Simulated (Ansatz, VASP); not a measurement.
**One calculation of W, two programs**

INCAR

```
SYSTEM = W
  PREC = Accurate
  ENCUT = 520
  EDIFF = 1E-7
  ISMEAR = 0
  SIGMA = 0.15
  LREAL = .False.
  LASPH = .True.
  NELM = 100
  ALGO = Fast
  ISIF = 2
  LWAVE = .False.
  LCHARG = .True.
  GGA = PS
  LELF = .True.
  LVHAR = .True.
  NBANDS = 13
```

File KPOINTS:

```
regular mesh
0
Gamma
  20 20 20
  0 0 0
```

The input POSCAR:

```
W
1.0
    0.0000000000      2.0300000000      2.1010500000
    2.0300000000      0.0000000000      2.1010500000
    2.0300000000      2.0300000000      0.0000000000
W
1
Direct
    0.0000000000      0.0000000000      0.0000000000
```

Input for Ansatz:

```yaml
crystal:
  lattice:
    - [0.0, 2.03, 2.10105]
    - [2.03, 0.0, 2.10105]
    - [2.03, 2.03, 0.0]
  atoms:
    - { symbol: W, position: [0.0, 0.0, 0.0] }
basis:
  ecutwfc: 420
kpoints:
  mp_grid: { grid: [20, 20, 20] }
hamiltonian:
  xc: pbesol
scf:
  occupations: { method: gaussian, width: 0.15 }
output:
  forces: true
  stress: true
  eigenvalues: true
```

Change from the starting cell: strain +0.0350 x Voigt [0, 0, 1, 0, 0, 0], atoms carried along.

Alike in both runs: task single point; functional PBEsol; k mesh 20 × 20 × 20; occupations gaussian, width 0.15 eV; no spin polarisation.

|  | VASP | Ansatz |
| --- | --- | --- |
| version | VASP 6.6.1 | Ansatz 0.2.0 |
| potentials or method | VASP PAW PBE potentials, release 64 (W_sv) | scalar-relativistic, plane waves, PAW |
| plane-wave cutoff (eV) | 520 | 420 |
| valence electrons in the cell | 14 | 14 |

```csv
,VASP,Ansatz,Ansatz less VASP
gap on the k mesh at the Fermi level (eV),none,none,-
pressure (GPa),-20.2,-20.6,-0.34
largest component of the traceless stress (GPa),5.55,5.53,-0.016
```

A gap of «none» marks a metal or a gap that the smearing closes. The functional is the same, so the differences come from potentials, cutoffs and numerics.

Caveats: so large a pressure means that the cell lies far from this level's equilibrium, or that cutoff or potentials fall short (VASP); the potentials were made for another functional, which shifts forces and pressure (VASP). Spin-orbit coupling is left out, which matters for the levels of W.
